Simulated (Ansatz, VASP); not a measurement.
# Bi2Te in VASP and in Ansatz

```
Bi Te
1.0
    -3.10135    3.10653    3.12857
     3.10135   -3.10653    3.12857
     3.10135    3.10653   -3.12857
Bi Te
2 1
Direct
  0.50000 0.50000 0.00000
  0.00000 0.00000 0.00000
  0.00000 0.50000 0.50000
```

Alike in both runs: functional PBE; k mesh 4 × 4 × 4; occupations gaussian, width 0.1 eV; no spin polarisation.

Ansatz relaxed the structure, and its values are those at the end. VASP's run is a single point on that final structure, the one shown.

|  | VASP | Ansatz |
| --- | --- | --- |
| version | VASP 6.6.1 | Ansatz 0.2.0 |
| potentials or method | VASP PAW PBE potentials, release 64 (Bi_d, Te) | scalar-relativistic, plane waves, PAW |
| plane-wave cutoff (eV) | 520 | 420 |
| valence electrons in the cell | 36 | 46 |

|  | VASP | Ansatz | Ansatz less VASP |
| --- | --- | --- | --- |
| gap on the k mesh at the Fermi level (eV) | none | none | - |
| pressure (GPa) | -0.1 | -0.1 | +0.05 |

A gap of «none» marks a metal or a gap that the smearing closes. The two sets of potentials don't hold the same shells in valence.

Caveats: spin-orbit coupling is left out, which moves the levels of the heavy elements.
